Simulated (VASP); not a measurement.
**CdSe (wurtzite): gaps by functional in VASP**

```yaml
crystal:
  lattice:
    - [4.34072, 0.00000, 0.00000]
    - [-2.17036, 3.75918, 0.00000]
    - [0.00000, 0.00000, 7.07665]
  atoms:
    - { symbol: Cd, position: [0.33333, 0.66667, 0.99952] }
    - { symbol: Cd, position: [0.66667, 0.33333, 0.49952] }
    - { symbol: Se, position: [0.33333, 0.66667, 0.37548] }
    - { symbol: Se, position: [0.66667, 0.33333, 0.87548] }
```

All runs share this cell. Band v is the last that the valence electrons fill when counted band by band, and c is the next. A negative gap between them is a band overlap, as in a metal.

```tsv
level	gap (eV)	least direct gap (eV)	pressure (GPa)
PBE	0.61	0.61	1.7
LDA	0.36	0.36	-2.7
PBEsol	0.49	0.49	-1.0
```
